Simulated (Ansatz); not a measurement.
Ta: start and end of a relaxation

The cell of Ta is invented: random cell by space group and Wyckoff sites (Cmmm, No. 65). The dimensions are guesses.

start.cif

```cif
data_structure
_symmetry_space_group_name_H-M 'P 1'
_symmetry_Int_Tables_number 1
_cell_length_a 2.7067
_cell_length_b 2.7067
_cell_length_c 2.8775
_cell_angle_alpha 90.000
_cell_angle_beta 90.000
_cell_angle_gamma 113.190
_cell_volume 19.38
loop_
_atom_site_label
_atom_site_type_symbol
_atom_site_fract_x
_atom_site_fract_y
_atom_site_fract_z
_atom_site_occupancy
Ta1 Ta 0.00000 0.00000 0.00000 1
```

Method: DFT PBE, scalar-relativistic, plane waves, PAW in Ansatz. Cutoff 420 eV, Gaussian smearing, Γ-centred meshes. Cell and atoms relax first on a coarse mesh and then on a finer one. In between, the cell is made exact in the group found at 0.06 Å. In metals the finer mesh still leaves noise of several meV/atom or more. The steps can't lower the symmetry of their start. No spin polarisation.

end.cif

```cif
data_structure
_symmetry_space_group_name_H-M 'P 1'
_symmetry_Int_Tables_number 1
_cell_length_a 2.8867
_cell_length_b 2.8867
_cell_length_c 2.7390
_cell_angle_alpha 90.000
_cell_angle_beta 90.000
_cell_angle_gamma 120.000
_cell_volume 19.77
loop_
_atom_site_label
_atom_site_type_symbol
_atom_site_fract_x
_atom_site_fract_y
_atom_site_fract_z
_atom_site_occupancy
Ta1 Ta 0.00000 0.00000 0.00000 1
```

The symmetry goes from Cmmm (No. 65) to P6/mmm (No. 191). The end has the simple hexagonal type. The volume per atom grows by 2.0 %, from 19.4 to 19.8 Å³. The shortest distance goes from 2.71 Å (Ta–Ta) to 2.74 Å (Ta–Ta). The energy falls by about 0.16 eV/atom (the start's value is from the coarse mesh).

* Volume per atom: 19.77 Å³
* Density: 15.20 g/cm³
* Energy over the standard state: +0.69 eV/atom
* Gap on the 24×24×20 mesh of the 1-atom cell: 0 eV (a metal)

Energies count from the standard state of Ta at the same level. So it is a metastable form at best.

The last run used Gaussian smearing of 0.10 eV. Spin–orbit coupling, which can matter for Ta, is left out. Symmetry constrained the relaxation, so the result can be a saddle point. In all, the 3 runs took 55 s on 1 thread of Arm Neoverse V2 (shared host).
